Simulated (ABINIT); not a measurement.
Runs of ABINIT 10.8.3 (patched build) on Ti. It takes space group P6_3/mmc (No. 194, hexagonal). Conventional cell: a = 2.950 Å, b = 2.950 Å, c = 4.680 Å, α = 90.00°, β = 90.00°, γ = 120.00°. Ti (site symmetry -6m2) is surrounded by 12 Ti at 2.89 to 2.95 Å. 

| task | level | potentials or basis | cell | k mesh | cutoff (eV) | smearing | fine-grid cutoff | stop of the response cycle (tolvrs) | q points | q points (reduced) | cell freedom (optcell) | gap on the mesh (eV) | pressure (GPa) |
| --- | --- | --- | --- | --- | --- | --- | --- | --- | --- | --- | --- | --- | --- |
| single point | PBE+D3(BJ) | JTH PAW PBE v2.0 | as given | 8 × 8 × 4 | 408 | fermi-dirac 0.05 eV | 816.342 eV | - | - | - | - | none | -7.1 |
| phonons at a zone-boundary q | PBEsol | PseudoDojo NC SR PBEsol v0.4.1 standard | as given | 10 × 10 × 6 | 1034 | fermi-dirac 0.1 eV | - | 1e-08 | ["L"] | [[0.5, 0.0, 0.5]] | - | none | (a) |
| relaxation of cell and atoms | LDA | JTH PAW LDA v2.0 | relaxed | 8 × 8 × 4 | 408 | fermi-dirac 0.05 eV | 816.342 eV | - | - | - | 2 | none | 0.0 |
| single point | PBEsol | PseudoDojo NC SR PBEsol v0.4.1 standard | as given | 8 × 8 × 4 | 1034 | fermi-dirac 0.05 eV | - | - | - | - | - | none | -6.1 |

Alike in all rows: no spin polarisation.

Problem. Fill in the values left out.

Solution. (a) -5.7.

Caveats: pairwise dispersion overbinds metals, which lowers pressure and volume (some runs).

A k mesh can miss the band edges.

A gap of «none» marks a metal or a gap under the smearing width.

Not every run made on this cell is shown here.
